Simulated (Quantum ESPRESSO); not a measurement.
## Li2S under changes of volume

One of the cells (15.344 Å³/atom); the others are scaled copies at fixed shape and fractional positions:

```
CELL_PARAMETERS angstrom
0.00000 2.84450 2.84450
2.84450 0.00000 2.84450
2.84450 2.84450 0.00000
ATOMIC_POSITIONS crystal
S 0.00000 0.00000 0.00000
Li 0.75000 0.75000 0.75000
Li 0.25000 0.25000 0.25000
```

```yaml
Program: Quantum ESPRESSO 7.5
Functional: PBE
Potentials_or_basis: PseudoDojo 0.4.1 SR PBE standard
Cutoff: 1007 eV
Density_cutoff: 4027 eV
k_mesh: 8 × 8 × 8
Occupations: fermi-dirac, width 0.05 eV
Spin: no spin polarisation
```

```tsv
volume (Å³/atom)	energy over the lowest point (meV/atom)	pressure (GPa)	gap on the mesh (eV)
14.423	10.15	3.3	3.34
14.730	?	?	?
15.037	1.54	1.2	3.38
15.344	0.00	0.4	3.39
15.650	0.07	-0.4	3.40
15.957	1.61	-1.2	3.41
16.264	4.47	-1.8	3.42
```

Problem. What does the run at 14.730 Å³/atom give?

Solution. Energy over the lowest point 4.87 meV/atom; pressure 2.2 GPa; gap on the mesh 3.36 eV.

Worked out: A Birch-Murnaghan fit of order 3 (a polynomial in V^(-2/3)) to the other rows has its minimum at 15.48 Å³/atom with B0 = V·E''(V) = 41 GPa and B' = 3.9. It gives 4.86 meV/atom at 14.730 Å³/atom, against the run's 4.87, and -dE/dV = 2.2 GPa, against 2.2. A straight line through the other rows of the gap, of slope 0.644 eV per unit of ln V, gives 3.36 eV, against the run's 3.36.

Energies are extrapolated to zero smearing.

A mesh can miss the band edges.
